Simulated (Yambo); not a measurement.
# GaP in Yambo: convergence with bands in self energy

GaP:

```
Ga P
1.0
     0.00000    2.72525    2.72525
     2.72525    0.00000    2.72525
     2.72525    2.72525    0.00000
Ga P
1 1
Cartesian
  0.0000 0.0000 0.0000
  4.0879 4.0879 4.0879
```

- Program: Yambo 5.3.0
- Task: G0W0 quasiparticle levels
- Functional: PBEsol
- Potentials or basis: PseudoDojo 0.4.1 SR PBEsol standard
- Cutoff: 1088 eV
- Density cutoff: 4354 eV
- k mesh: 6 × 6 × 6
- Occupations: fixed
- Spin: no spin polarisation
- k mesh of the self-consistent run: 8 × 8 × 8
- Random integration of the Coulomb term: yes
- Direction of the field or of q to 0: x + y + z
- Broadening: 0.1 eV
- States corrected: Γ and the k points of the band edges
- Frequency dependence of W: plasmon pole
- Terminator of the band sum in the self-energy: none
- Quasiparticle equation: linearised (Newton)
- Imaginary frequency of the plasmon-pole fit: 27.2114 eV
- Bands in the response: 159
- Bands in the self-energy: 29
- Cutoff of the response matrix: 6 Ry
- Cutoff of exchange and Vxc: 80 Ry
- Bands corrected (first, last): [7, 11]

These are the settings of the first run; the series varies bands in self energy, with any setting tied to it.

Problem. The values tried are 29, 49, 89, 159, loosest first. From which on does the quasiparticle gap at the points computed stay within 0.05 eV of the tightest run that finished?

Solution. From 89 on.

| bands in self energy | quasiparticle gap at the points computed (eV) |
| --- | --- |
| 29 | 1.992 |
| 49 | 2.057 |
| 89 | 2.097 |
| 159 | 2.112 |

The tightest run that finished is the yardstick and may itself not be fully converged.

Caveat, for the tightest run too: the potentials hold a filled d shell without the s and p states of that shell, which can shift GW gaps by tenths of an eV, either way; this version prints the column dSc/dw multiplied by 27.2.
